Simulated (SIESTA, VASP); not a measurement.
Given: the input of a run of SIESTA 5.4.2 (ASE script) on GaN. 

The input run.py:

```python
from ase import Atoms
from ase.calculators.siesta import Siesta
from ase.units import Ry, GPa
from ase.optimize import LBFGS
from ase.filters import FrechetCellFilter

atoms = Atoms(
    ['Ga', 'Ga', 'N', 'N'],
    cell=[
        [3.18, 0.0, 0.0],
        [-1.59, 2.753960784, 0.0],
        [0.0, 0.0, 5.166],
    ],
    scaled_positions=[
        [0.6666666667, 0.3333333333, 0.5],
        [0.3333333333, 0.6666666667, 0.0],
        [0.6666666667, 0.3333333333, 0.875],
        [0.3333333333, 0.6666666667, 0.375],
    ],
    pbc=True,
)

fdf = {
    'SCFMustConverge': False,
    'OccupationFunction': 'FD',
    'ElectronicTemperature': '0.05 eV',
    'MaxSCFIterations': '120',
    'SCF.Mixer.Method': 'Pulay',
    'SCF.Mixer.Weight': '0.25',
    'SCF.Mixer.History': '8',
    'SCF.DM.Tolerance': '5.0e-05',
    'SCF.H.Tolerance': '1.0e-03 eV',
    'WriteForces': 'true',
    'Charge.Mulliken': 'end',
    'PAO.Basis': ['Ga.1 4', 'n=4 0 2', '  6.562 0.000', 'n=4 1 2', '  9.354 0.000', 'n=3 2 2', '  3.582 0.000', 'n=4 2 1', '  9.354'],
}
calc = Siesta(
    label="GaN",
    command="siesta < PREFIX.fdf > PREFIX.out",
    pseudo_path="pseudos",
    pseudo_qualifier="",
    xc=('GGA', 'PBEsol'),
    basis_set="DZP",
    mesh_cutoff=800 * Ry,
    energy_shift=0.003 * Ry,
    kpts=[10, 10, 5],
    spin="non-polarized",
    fdf_arguments=fdf,
)
atoms.calc = calc

opt = LBFGS(FrechetCellFilter(atoms), trajectory="relax.traj")
converged = opt.run(fmax=0.02, steps=40)
print("converged:", converged)
print("cell (A):", atoms.cell.cellpar().round(5))
print("scaled positions:")
print(atoms.get_scaled_positions().round(6))
print(f"energy = {atoms.get_potential_energy():.6f} eV")
free = atoms.get_potential_energy(force_consistent=True)
print(f"free energy = {free:.6f} eV")
print("forces (eV/A):")
print(atoms.get_forces(apply_constraint=False).round(6))
print("stress (GPa, Voigt order, tension positive):", (atoms.get_stress() / GPa).round(4))
```

Potentials or basis: PseudoDojo 0.4 standard (PBEsol files), converted to PSML, two zetas on semicore shells, DZP (energy shift 0.003 Ry; two zetas on semicore shells).

Command:

```sh
$ python run.py
```

Problem. Translate it to VASP 6.6.1. Potentials or basis there: PBE PAW files Ga_d, N, 600 eV.

Solution. As run (cutoffs and basis follow the program's own potentials, and thresholds, step limits or extra output files can differ):

Contents of INCAR:

```
SYSTEM = GaN
PREC = Accurate
ENCUT = 600
EDIFF = 1E-6
ISMEAR = -1
SIGMA = 0.05
LREAL = .FALSE.
LASPH = .TRUE.
NELM = 100
ALGO = Fast
ISIF = 3
LWAVE = .FALSE.
LCHARG = .FALSE.
GGA = PS
IBRION = 2
NSW = 40
EDIFFG = -0.01
```

KPOINTS

```
Automatic mesh
0
G
  10 10 5
  0 0 0
```

Contents of POSCAR:

```
GaN
1.0
    3.1800000000      0.0000000000      0.0000000000
   -1.5900000000      2.7539607840      0.0000000000
    0.0000000000      0.0000000000      5.1660000000
Ga N
2 2
Direct
    0.6666666667      0.3333333333      0.5000000000
    0.3333333333      0.6666666667      0.0000000000
    0.6666666667      0.3333333333      0.8750000000
    0.3333333333      0.6666666667      0.3750000000
```

Potentials or basis: VASP PAW PBE potentials, release 64 (Ga_d, N).

The run is started by

```sh
$ cat potpaw_PBE.64/Ga_d/POTCAR potpaw_PBE.64/N/POTCAR > POTCAR
$ mpirun -np 1 vasp_std > vasp.out
```

Both were run:

|  | SIESTA | VASP |
| --- | --- | --- |
| Relaxed volume | 11.54 Å³/atom | 11.35 Å³/atom |
| Relaxed cell | a = 3.199 Å, b = 3.199 Å, c = 5.209 Å, α = 90.00°, β = 90.00°, γ = 120.00° | a = 3.180 Å, b = 3.180 Å, c = 5.183 Å, α = 90.00°, β = 90.00°, γ = 120.00° |
| Space group after relaxing | P6_3mc (No. 186) | P6_3mc (No. 186) |
| Pressure after relaxing | -0.1 GPa | 0.0 GPa |

VASP's potentials were made for PBE.

Pressure is positive in compression.
